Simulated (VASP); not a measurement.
# Fe2Ge (P6/mmm) in VASP: notebook

One crystal, Fe2Ge, is run at these levels: PBEsol; tasks: single point.

All numbers are computed with VASP 6.6.1; they aren't measurements. Logs are shortened: lines on timing, memory, paths and dates and some standing lists are left out, and cuts for length are marked.

### Step 1. The crystal as given

The structure is hexagonal, space group P6/mmm (No. 191). Conventional cell: a = 4.164 Å, b = 4.164 Å, c = 2.626 Å, α = 90.00°, β = 90.00°, γ = 120.00°. Fe (site symmetry -6m2) is surrounded by 5 Fe at 2.40 to 2.63 Å and 6 Ge at 2.74 Å. Ge (site symmetry 6/mmm) is surrounded by 2 Ge at 2.63 Å and 12 Fe at 2.74 Å.

The cell comes from a database or a generator and needn't be the stable form of this composition.

### Step 2. Single point, PBEsol, non-collinear spin, typed start, spin-orbit coupling

INCAR reads:

```
SYSTEM = Fe2Ge
PREC     = Accurate       ! precision mode
ENCUT    = 520            ! plane-wave cutoff, eV
EDIFF    = 1E-6           ! SCF threshold, eV
ISMEAR   = 1              ! smearing method
SIGMA    = 0.1            ! smearing width, eV
LREAL    = .False.        ! projectors in reciprocal space
LASPH    = .True.         ! aspherical terms in the spheres
NELM     = 150            ! most SCF steps
ALGO     = Fast           ! electronic algorithm
ISIF     = 2              ! what is computed and relaxed
LWAVE    = .False.        ! write WAVECAR
LCHARG   = .True.         ! write CHGCAR
MAGMOM   = 0 0 3.5 0 0 3.5 0 0 0 ! initial moments
LORBIT   = 11             ! projections on sites
LSORBIT  = .True.         ! spin-orbit coupling
GGA_COMPAT= .False.      
LORBMOM  = .True.       
LMAXMIX  = 4              ! l up to which the mixer works
GGA      = PS             ! functional
LVHAR    = .True.       
NBANDS   = 43             ! bands
```

KPOINTS reads:

```
regular mesh
0
Gamma
  4 4 6
  0 0 0
```

POSCAR reads:

```
Fe2Ge
1.0
    4.1636340000      0.0000000000      0.0000000000
   -2.0818170000      3.6058130000      0.0000000000
    0.0000000000      0.0000000000      2.6264660000
Fe Ge
2 1
Direct
    0.6666666667      0.3333333333      0.5000000000
    0.3333333333      0.6666666667      0.5000000000
    0.0000000000      0.0000000000      0.0000000000
```

Potentials or basis: VASP PAW PBE potentials, release 64 (Fe, Ge_d).

Command:

```bash
cat potpaw_PBE.64/Fe/POTCAR potpaw_PBE.64/Ge_d/POTCAR > POTCAR
mpirun -np 1 vasp_ncl > vasp.out
```

OUTCAR:

```text
SYSTEM = Fe2Ge
   PREC = Accurate
   ENCUT = 520
   EDIFF = 1E-6
   ISMEAR = 1
   LREAL = .False.
   LASPH = .True.
   NELM = 150
   ISIF = 2
   LORBIT = 11
   LSORBIT = .True.
   GGA = PS

 ion  position               nearest neighbor table
   1  0.667  0.333  0.500-   2 2.40   2 2.40   2 2.40   3 2.74   3 2.74   3 2.74   3 2.74   3 2.74
                             3 2.74
   2  0.333  0.667  0.500-   1 2.40   1 2.40   1 2.40   3 2.74   3 2.74   3 2.74   3 2.74   3 2.74
                             3 2.74
   3  0.000  0.000  0.000-   1 2.74   2 2.74   1 2.74   2 2.74   1 2.74   1 2.74   2 2.74   2 2.74
                             1 2.74   1 2.74   2 2.74   2 2.74

  LATTYP: Found a hexagonal cell.
 ALAT       =     4.1636340000
 C/A-ratio  =     0.6308109695

  Lattice vectors:

 A1 = (   4.1636340000,   0.0000000000,   0.0000000000)
 A2 = (  -2.0818170000,   3.6058130000,   0.0000000000)
 A3 = (   0.0000000000,   0.0000000000,   2.6264660000)

Analysis of symmetry for initial positions (statically):
=====================================================================
 Subroutine PRICEL returns:
 Original cell was already a primitive cell.

 Routine SETGRP: Setting up the symmetry group for a
 hexagonal supercell.

 Subroutine GETGRP returns: Found 24 space group operations
 (whereof 24 operations were pure point group operations)
 out of a pool of 24 trial point group operations.

The static configuration has the point symmetry D_6h.

Analysis of symmetry for dynamics (positions and initial velocities):
=====================================================================
 Subroutine PRICEL returns:
 Original cell was already a primitive cell.

 Routine SETGRP: Setting up the symmetry group for a
 hexagonal supercell.

 Subroutine GETGRP returns: Found 24 space group operations
 (whereof 24 operations were pure point group operations)
 out of a pool of 24 trial point group operations.

The dynamic configuration has the point symmetry D_6h.

Analysis of structural, dynamic, and magnetic symmetry:
=====================================================================
 Subroutine PRICEL returns:
 Original cell was already a primitive cell.

 Routine SETGRP: Setting up the symmetry group for a
 hexagonal supercell.

[... 899 lines left out ...]
 -----------------------------------------------------------------------------------
      2.08182      1.20194      1.31323         0.000000     -0.000000      0.000000
     -0.00000      2.40388      1.31323         0.000000      0.000000      0.000000
      0.00000      0.00000      0.00000        -0.000000     -0.000000      0.000000
 -----------------------------------------------------------------------------------
    total drift:                               -0.000000      0.000000     -0.000000

  FREE ENERGIE OF THE ION-ELECTRON SYSTEM (eV)
  ---------------------------------------------------
  free  energy   TOTEN  =       -22.0837992345 eV

  energy  without entropy=      -22.0814988533  energy(sigma->0) =      -22.08303244

 orbital moment (x)

 # of ion     p       d       tot
 ----------------------------------------
  1         0.000   0.000   0.000
  2         0.000  -0.000  -0.000
  3         0.000  -0.000   0.000
 ----------------------------------------
            0.000   0.000   0.000

 orbital moment (y)

 # of ion     p       d       tot
 ----------------------------------------
  1         0.000   0.000   0.000
  2        -0.000   0.000   0.000
  3         0.000  -0.000   0.000
 ----------------------------------------
            0.000   0.000   0.000

 orbital moment (z)

 # of ion     p       d       tot
 ----------------------------------------
  1         0.000   0.047   0.047
  2         0.000   0.047   0.047
  3         0.003  -0.000   0.002
 ----------------------------------------
            0.003   0.093   0.096

 Spin-Orbit-Coupling matrix elements

 Ion:    1  E_soc:     -0.0127290
 l=   1
     0.0000000    -0.0002375    -0.0002886
    -0.0002375     0.0000000    -0.0002375
    -0.0002886    -0.0002375     0.0000000
 l=   2
     0.0000000    -0.0004831     0.0000000    -0.0004831    -0.0011851
    -0.0004831     0.0000000    -0.0011448    -0.0001936    -0.0004831
     0.0000000    -0.0011448     0.0000000    -0.0011448     0.0000000
    -0.0004831    -0.0001936    -0.0011448     0.0000000    -0.0004831
    -0.0011851    -0.0004831     0.0000000    -0.0004831     0.0000000
 l=   3
     0.0000000     0.0000000     0.0000000     0.0000000     0.0000000     0.0000000     0.0000000
     0.0000000     0.0000000     0.0000000     0.0000000     0.0000000     0.0000000     0.0000000
     0.0000000     0.0000000     0.0000000     0.0000000     0.0000000     0.0000000     0.0000000
     0.0000000     0.0000000     0.0000000     0.0000000     0.0000000     0.0000000     0.0000000
[... 29 lines left out ...]
 l=   2
     0.0000000    -0.0001882     0.0000000    -0.0001882    -0.0007493
    -0.0001882     0.0000000    -0.0005662    -0.0001888    -0.0001882
     0.0000000    -0.0005662     0.0000000    -0.0005662     0.0000000
    -0.0001882    -0.0001888    -0.0005662     0.0000000    -0.0001882
    -0.0007493    -0.0001882     0.0000000    -0.0001882     0.0000000
 l=   3
     0.0000000     0.0000000     0.0000000     0.0000000     0.0000000     0.0000000     0.0000000
     0.0000000     0.0000000     0.0000000     0.0000000     0.0000000     0.0000000     0.0000000
     0.0000000     0.0000000     0.0000000     0.0000000     0.0000000     0.0000000     0.0000000
     0.0000000     0.0000000     0.0000000     0.0000000     0.0000000     0.0000000     0.0000000
     0.0000000     0.0000000     0.0000000     0.0000000     0.0000000     0.0000000     0.0000000
     0.0000000     0.0000000     0.0000000     0.0000000     0.0000000     0.0000000     0.0000000
     0.0000000     0.0000000     0.0000000     0.0000000     0.0000000     0.0000000     0.0000000

 total charge

# of ion       s       p       d       tot
------------------------------------------
    1        0.422   0.431   6.336   7.188
    2        0.422   0.431   6.336   7.188
    3        1.078   1.171  10.088  12.337
--------------------------------------------------
tot          1.921   2.033  22.760  26.714

 magnetization (x)

# of ion       s       p       d       tot
------------------------------------------
    1        0.000  -0.000   0.000  -0.000
    2        0.000   0.000  -0.000  -0.000
    3        0.000  -0.000   0.000  -0.000
--------------------------------------------------
tot          0.000  -0.000  -0.000  -0.000

 magnetization (y)

# of ion       s       p       d       tot
------------------------------------------
    1       -0.000   0.000   0.000  -0.000
    2       -0.000  -0.000   0.000   0.000
    3        0.000   0.000   0.000   0.000
--------------------------------------------------
tot         -0.000  -0.000   0.000   0.000

 magnetization (z)

# of ion       s       p       d       tot
------------------------------------------
    1        0.002   0.012   2.382   2.396
    2        0.002   0.012   2.382   2.396
    3        0.014  -0.056   0.001  -0.041
--------------------------------------------------
tot          0.018  -0.033   4.765   4.751
```

stdout:

```text
POSCAR found type information on POSCAR FeGe
 POSCAR found :  2 types and       3 ions
 scaLAPACK will be used
 -----------------------------------------------------------------------------
|                                                                             |
|                                                                             |
|     You enforced a specific xc type in the INCAR file but a different       |
|     I HOPE YOU KNOW WHAT YOU ARE DOING!                                     |
|                                                                             |
 -----------------------------------------------------------------------------

 LDA part: xc-table for (Slater+PW92), standard interpolation
 POSCAR, INCAR and KPOINTS ok, starting setup
 FFT: planning ... GRIDC
 FFT: planning ... GRID_SOFT
 FFT: planning ... GRID
 WAVECAR not read
 entering main loop
```

Run time: 1.8 min. Hardware: 1 thread of AMD EPYC 9R14 (Zen 4), shared host; peak memory 0.23 GiB.

Results:

| Quantity | Value |
| --- | --- |
| Free energy | -22.0838 eV |
| Pressure | -8.9 GPa |
| Net moment | 4.83 μB per cell |
| Valence electrons inside the program's atomic spheres | Fe 7.19; Ge 12.34 |

Moments on the atoms (μB; x, y, z):
```
Fe   0.00  0.00  2.40
Fe   0.00  0.00  2.40
Ge   0.00  0.00 -0.04
```

Caveat: the k mesh is coarse (spacing up to 0.44 Å⁻¹), so the values aren't converged; the PAW data sets were made with another functional, which shifts forces and pressure a little.

### Step 3. Single point, PBEsol, non-collinear spin, typed start, spin-orbit coupling

INCAR reads:

```
SYSTEM = Fe2Ge
PREC = Accurate
ENCUT = 520
EDIFF = 1E-6
ISMEAR = 1
SIGMA = 0.1
LREAL = .FALSE.
LASPH = .TRUE.
NELM = 150
ALGO = Normal
ISIF = 2
LWAVE = .FALSE.
LCHARG = .FALSE.
MAGMOM = 3.5 0 0 3.5 0 0 0 0 0
LORBIT = 11
LSORBIT = .TRUE.
GGA_COMPAT = .FALSE.
LORBMOM = .TRUE.
LMAXMIX = 4
GGA = PS
NBANDS = 43
```

KPOINTS reads:

```
Automatic mesh
0
G
  4 4 6
  0 0 0
```

POSCAR is that of step 2.

Potentials or basis: VASP PAW PBE potentials, release 64 (Fe, Ge_d).

Command:

```bash
cat potpaw_PBE.64/Fe/POTCAR potpaw_PBE.64/Ge_d/POTCAR > POTCAR
mpirun -np 1 vasp_ncl > vasp.out
```

OUTCAR:

```text
SYSTEM = Fe2Ge
   PREC = Accurate
   ENCUT = 520
   EDIFF = 1E-6
   ISMEAR = 1
   LREAL = .FALSE.
   LASPH = .TRUE.
   NELM = 150
   ISIF = 2
   LORBIT = 11
   LSORBIT = .TRUE.
   GGA = PS

 ion  position               nearest neighbor table
   1  0.667  0.333  0.500-   2 2.40   2 2.40   2 2.40   3 2.74   3 2.74   3 2.74   3 2.74   3 2.74
                             3 2.74
   2  0.333  0.667  0.500-   1 2.40   1 2.40   1 2.40   3 2.74   3 2.74   3 2.74   3 2.74   3 2.74
                             3 2.74
   3  0.000  0.000  0.000-   1 2.74   2 2.74   1 2.74   2 2.74   1 2.74   1 2.74   2 2.74   2 2.74
                             1 2.74   1 2.74   2 2.74   2 2.74

  LATTYP: Found a hexagonal cell.
 ALAT       =     4.1636340000
 C/A-ratio  =     0.6308109695

  Lattice vectors:

 A1 = (   4.1636340000,   0.0000000000,   0.0000000000)
 A2 = (  -2.0818170000,   3.6058130000,   0.0000000000)
 A3 = (   0.0000000000,   0.0000000000,   2.6264660000)

Analysis of symmetry for initial positions (statically):
=====================================================================
 Subroutine PRICEL returns:
[... 1358 lines left out ...]
    -0.0010948    -0.0003032     0.0000000    -0.0004895     0.0000000
 l=   3
     0.0000000     0.0000000     0.0000000     0.0000000     0.0000000     0.0000000     0.0000000
     0.0000000     0.0000000     0.0000000     0.0000000     0.0000000     0.0000000     0.0000000
     0.0000000     0.0000000     0.0000000     0.0000000     0.0000000     0.0000000     0.0000000
     0.0000000     0.0000000     0.0000000     0.0000000     0.0000000     0.0000000     0.0000000
[... 29 lines left out ...]
 l=   2
     0.0000000    -0.0001882     0.0000000    -0.0001882    -0.0007515
    -0.0001882     0.0000000    -0.0005622    -0.0001890    -0.0001882
     0.0000000    -0.0005622     0.0000000    -0.0005662     0.0000000
    -0.0001882    -0.0001890    -0.0005662     0.0000000    -0.0001882
    -0.0007515    -0.0001882     0.0000000    -0.0001882     0.0000000
 l=   3
     0.0000000     0.0000000     0.0000000     0.0000000     0.0000000     0.0000000     0.0000000
     0.0000000     0.0000000     0.0000000     0.0000000     0.0000000     0.0000000     0.0000000
     0.0000000     0.0000000     0.0000000     0.0000000     0.0000000     0.0000000     0.0000000
     0.0000000     0.0000000     0.0000000     0.0000000     0.0000000     0.0000000     0.0000000
     0.0000000     0.0000000     0.0000000     0.0000000     0.0000000     0.0000000     0.0000000
     0.0000000     0.0000000     0.0000000     0.0000000     0.0000000     0.0000000     0.0000000
     0.0000000     0.0000000     0.0000000     0.0000000     0.0000000     0.0000000     0.0000000

 total charge

# of ion       s       p       d       tot
------------------------------------------
    1        0.422   0.431   6.336   7.188
    2        0.422   0.431   6.336   7.188
    3        1.078   1.171  10.088  12.337
--------------------------------------------------
tot          1.921   2.033  22.760  26.714

 magnetization (x)

# of ion       s       p       d       tot
------------------------------------------
    1        0.002   0.012   2.383   2.397
    2        0.002   0.012   2.383   2.397
    3        0.014  -0.056   0.001  -0.042
--------------------------------------------------
tot          0.018  -0.033   4.767   4.752

 magnetization (y)

# of ion       s       p       d       tot
------------------------------------------
    1        0.000   0.000   0.000   0.000
    2        0.000   0.000   0.000   0.000
    3        0.000   0.000   0.000   0.000
--------------------------------------------------
tot          0.000   0.000   0.000   0.000

 magnetization (z)

# of ion       s       p       d       tot
------------------------------------------
    1        0.000   0.000   0.000   0.000
    2        0.000   0.000  -0.000  -0.000
    3        0.000   0.000   0.000   0.000
--------------------------------------------------
tot          0.000   0.000  -0.000  -0.000
```

Run time: 2.9 min. Hardware: 1 thread of AMD EPYC 9R14 (Zen 4), shared host; peak memory 0.26 GiB.

What came out:

| Item | Value |
| --- | --- |
| Free energy | -22.0829 eV |
| Pressure | -8.9 GPa |
| Net moment | 4.83 μB per cell |
| Valence electrons inside the program's atomic spheres | Fe 7.19; Ge 12.34 |

Stress tensor (GPa, compression positive):
```
-9.14  0.00  0.00
 0.00 -9.15  0.00
 0.00  0.00 -8.40
```

Moments on the atoms (μB; x, y, z):
```
Fe   2.40  0.00  0.00
Fe   2.40  0.00  0.00
Ge  -0.04  0.00  0.00
```

Caveat: the k mesh is coarse (spacing up to 0.44 Å⁻¹), so the values aren't converged; the PAW data sets were made with another functional, which shifts forces and pressure a little.
